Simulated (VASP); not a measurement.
**From VASP inputs to Ansatz: MgS (rocksalt)**

INCAR

```
NELM = 120
IBRION = -1
NBANDS = 11
ENCUT = 520
ISIF = 2
PREC = Accurate
SIGMA = 0.02
LWAVE = .FALSE.
LREAL = .FALSE.
LCHARG = .FALSE.
EDIFF = 1E-7
LASPH = .TRUE.
GGA = PE
ISMEAR = -1
NSW = 0
```

KPOINTS

```
KPOINTS created by Atomic Simulation Environment
0
Gamma
8 8 8
0 0 0
```

KPOINTS_OPT

```
special points
7
Reciprocal
0.0000000000 0.0000000000 0.0000000000 1
0.5000000000 0.0000000000 0.5000000000 1
0.6250000000 0.2500000000 0.6250000000 1
0.3750000000 0.3750000000 0.7500000000 1
0.5000000000 0.5000000000 0.5000000000 1
0.5000000000 0.2500000000 0.7500000000 1
0.0000000000 0.5000000000 0.5000000000 1
```

POSCAR

```
Mg S
 1.0000000000000000
    -0.0000000000000000    2.6015179370171326    2.6015179370171326
     2.6015179370171326    0.0000000000000000    2.6015179370171326
     2.6015179370171326    2.6015179370171326   -0.0000000000000000
 Mg  S
   1   1
Cartesian
 -0.0000000000000000 -0.0000000000000000  0.0000000000000000
  2.6015179370171331  2.6015179370171331  2.6015179370171331
```

VASP ran with the recommended PBE PAW datasets (8 valence electrons in the cell).

Q: Translate these files to an Ansatz input.

A: 

```yaml
crystal:
  lattice:
    - [0.0, 2.601517937, 2.601517937]
    - [2.601517937, 0.0, 2.601517937]
    - [2.601517937, 2.601517937, 0.0]
  atoms:
    - { symbol: Mg, position: [0.0, 0.0, 0.0] }
    - { symbol: S, position: [0.5, 0.5, 0.5] }
kpoints:
  mp_grid: { grid: [8, 8, 8] }
  band_path:
    path:
      - [0.0, 0.0, 0.0]
      - [0.5, 0.0, 0.5]
      - [0.625, 0.25, 0.625]
      - [0.375, 0.375, 0.75]
      - [0.5, 0.5, 0.5]
      - [0.5, 0.25, 0.75]
      - [0.0, 0.5, 0.5]
    npoints: 1
hamiltonian:
  xc: pbe
scf:
  occupations: { method: fermi_dirac, width: 0.02 }
  n_extra_bands: 4
output:
  forces: true
  stress: true
  eigenvalues: true
```

Other inputs would serve too.

```
                              VASP   Ansatz
gap between bands v and c  2.78 eV  2.79 eV
         least direct gap  3.71 eV  3.72 eV
                 pressure  0.9 GPa  1.2 GPa
```

Each program uses its own PAW datasets. VASP's cell holds 8 valence electrons and Ansatz's 16. Ansatz's stress includes a Pulay correction; VASP's doesn't.
